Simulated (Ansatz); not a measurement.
Electron masses and the choice of a transistor channel

Plane-wave DFT in Ansatz, PBE, scalar-relativistic PAW potentials, cutoff 420 eV, no spin-orbit coupling; no spin polarisation. Relaxed crystals whose conduction band edge is a single valley at Γ; masses by central differences along the Cartesian axes of the standard setting.

| crystal | gap (eV) | gap kind | m_x | m_y | m_z (mₑ) |
| --- | --- | --- | --- | --- | --- |
| SnO₂ (P4_2/mnm) | 0.68 | direct | 0.17 | 0.17 | 0.157 |
| Ga₂O₃ (C2/m) | 2.01 | indirect | 0.22 | 0.231 | 0.211 |
| ZnSe (F-43m) | 1.15 | direct | 0.0906 | 0.0906 | 0.0906 |
| TiO₂ (P4_2/mnm) | 1.86 | direct | 1.16 | 1.16 | 0.577 |
| ZnO (P6_3mc) | 0.74 | direct | 0.137 | 0.137 | 0.138 |

Task: Take a film 3 nm thick, normal along z, current along x, at 300 K. Work out the injection velocity, the density-of-states capacitance and the confinement shift.

Result: For a non-degenerate gas v_T = √(2k_BT/πm_x) = 5.38×10⁶ cm/s ÷ √(m_x/mₑ); one valley with both spins has C_Q = e²√(m_x m_y)/πħ² = 66.9 μF/cm² × √(m_x m_y)/mₑ; hard walls lift the first subband by ħ²π²/(2m_z t²) = 376 meV nm² ÷ (t² m_z/mₑ).
| crystal | v_T (10⁷ cm/s) | C_Q (μF/cm²) | shift (meV) |
| --- | --- | --- | --- |
| SnO₂ (P4_2/mnm) | 1.30 | 11.4 | 266 |
| Ga₂O₃ (C2/m) | 1.15 | 15.1 | 198 |
| ZnSe (F-43m) | 1.79 | 6.1 | 461 |
| TiO₂ (P4_2/mnm) | 0.50 | 77.6 | 72 |
| ZnO (P6_3mc) | 1.45 | 9.2 | 303 |

Task: With a gate oxide of 1 nm equivalent thickness (3.45 μF/cm²), which gives the most current per gate overdrive in the ballistic limit?

Result: The gate capacitance is the series value C_G = 1/(1/C_ox + 1/C_Q), and the current goes as C_G v_T: ZnSe (F-43m) 1.00, ZnO (P6_3mc) 0.93, SnO₂ (P4_2/mnm) 0.88, Ga₂O₃ (C2/m) 0.82, TiO₂ (P4_2/mnm) 0.42 (relative). For an isotropic mass C_G v_T peaks where C_Q = C_ox, at about 0.05 mₑ. This measure doesn't part those within 10 % of the top value: ZnSe (F-43m), ZnO (P6_3mc). C_Q is the degenerate value and v_T the non-degenerate one; at high drain bias only forward-going states fill, which halves C_Q, while degeneracy raises the velocity, so values within about 10 % of each other aren't ranked. Scattering and the charge centroid are left out, and so are side valleys, which confinement lifts less and can make the lowest. In oxides whose conduction band is of d states, electrons tend to self-trap as polarons, and the band mass says little. Where the shift is over a third of the gap (SnO₂ (P4_2/mnm), ZnSe (F-43m), ZnO (P6_3mc)) the band isn't parabolic that far up, so the true shift is smaller and the mass larger. Semilocal functionals give gaps too small and so, as a rule, masses too light.

Cost: about 13 core-minutes for the runs cited, on Arm Neoverse V1, Intel Xeon Platinum 8488C (Sapphire Rapids), Arm Neoverse V2 (shared hosts).